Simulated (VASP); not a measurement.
Crystal: TaC.

```
CELL_PARAMETERS angstrom
0.00000 2.22300 2.22300
2.22300 0.00000 2.22300
2.22300 2.22300 0.00000
ATOMIC_POSITIONS crystal
Ta 0.00000 0.00000 0.00000
C 0.50000 0.50000 0.50000
```

```yaml
Program: VASP 6.6.1
Task: relaxation of cell and atoms
Functional: PBE
Potentials_or_basis: VASP PAW PBE potentials, release 64 (Ta_pv, C)
Cutoff: 520 eV
k_mesh: 16 × 16 × 16
Occupations: gaussian, width 0.1 eV
Spin: non-collinear spin, zero start, spin-orbit coupling
Starting_moments: "[[0.0, 0.0, 0.0], [0.0, 0.0, 0.0]] μB"
```

At the start: pressure 7.8 GPa; volume 10.99 Å³/atom.

Question: How do energy, volume and symmetry change on relaxing?

Answer: Over 4 steps the energy falls by 6.0 meV/atom and the volume is 11.24 Å³/atom (+2.3 %); space group Fm-3m (No. 225, to 0.05 Å); moment 0.00 μB per cell.

The path:
```tsv
step	energy change (eV)	largest force (eV/Å)	pressure (GPa)	volume (Å³)
1	0.0000	0.0000	7.76	21.97
2	0.0496	0.0000	-15.34	23.71
3	-0.0120	0.0000	-0.12	22.49
4	-0.0120	0.0000	0.02	22.48
```

Final structure:
```
Ta C
1.0
     0.00000    2.23997    2.23997
     2.23997    0.00000    2.23997
     2.23997    2.23997    0.00000
Ta C
1 1
Direct
  0.00000 0.00000 0.00000
  0.50000 0.50000 0.50000
```
